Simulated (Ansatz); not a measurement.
Theory: Ansatz, DFT PBE, scalar-relativistic, plane waves, PAW. All cells share a 420 eV cutoff and Γ-centred k meshes spaced at most about 0.3 Å⁻¹ (about 0.25 or finer for metals, 2π included). Collinear spin in cells that started with moments and kept them past the coarse steps, no spin elsewhere.

Temperature and zero-point effects are left out.

Two forms of FePt were relaxed alike.

A. (site moments Fe 3.0; Pt 0.4 μB)

```cif
data_structure
_symmetry_space_group_name_H-M 'P4/mmm'
_symmetry_Int_Tables_number 123
_cell_length_a 2.7291
_cell_length_b 2.7291
_cell_length_c 3.7652
_cell_angle_alpha 90.000
_cell_angle_beta 90.000
_cell_angle_gamma 90.000
_cell_volume 28.04
loop_
_atom_site_label
_atom_site_type_symbol
_atom_site_symmetry_multiplicity
_atom_site_Wyckoff_symbol
_atom_site_fract_x
_atom_site_fract_y
_atom_site_fract_z
_atom_site_occupancy
Fe1 Fe 1 a 0.00000 0.00000 0.00000 1
Pt1 Pt 1 d 0.50000 0.50000 0.50000 1
```

B. (site moments Fe 2.9; Pt 0.3 μB)

```cif
data_structure
_symmetry_space_group_name_H-M 'P-6m2'
_symmetry_Int_Tables_number 187
_cell_length_a 2.7292
_cell_length_b 2.7292
_cell_length_c 4.3708
_cell_angle_alpha 90.000
_cell_angle_beta 90.000
_cell_angle_gamma 120.000
_cell_volume 28.19
loop_
_atom_site_label
_atom_site_type_symbol
_atom_site_symmetry_multiplicity
_atom_site_Wyckoff_symbol
_atom_site_fract_x
_atom_site_fract_y
_atom_site_fract_z
_atom_site_occupancy
Fe1 Fe 1 a 0.00000 0.00000 0.00000 1
Pt1 Pt 1 d 0.33333 0.66667 0.50000 1
```

Problem. Which form is favoured at zero pressure, and by what margin per atom?

Solution. A is lower, by 121 meV/atom. A has the CuAu (L1_0) type, space group P4/mmm (No. 123), 14.0 Å³/atom and no gap on its mesh; B has Fe and Pt ordered on hcp sites, space group P-6m2 (No. 187), 14.1 Å³/atom and no gap. Counting all near atoms (those within 1.25 times the shortest distance at each site), A and B both have Fe 12, Pt 12. Both come from invented guesses. The part of the Crystallography Open Database at hand lists FePt in space group No. 123; sharing a group (P4/mmm) doesn't make a cell the listed structure.

Spin–orbit coupling, which can matter for Pt, is left out. The magnetic state reached may not be the lowest. With atoms moved at random, P4/mmm came back. Other cells relaxed within their symmetry can be saddle points. Some candidate types were left out of the draw beforehand, so a known form may be missing.
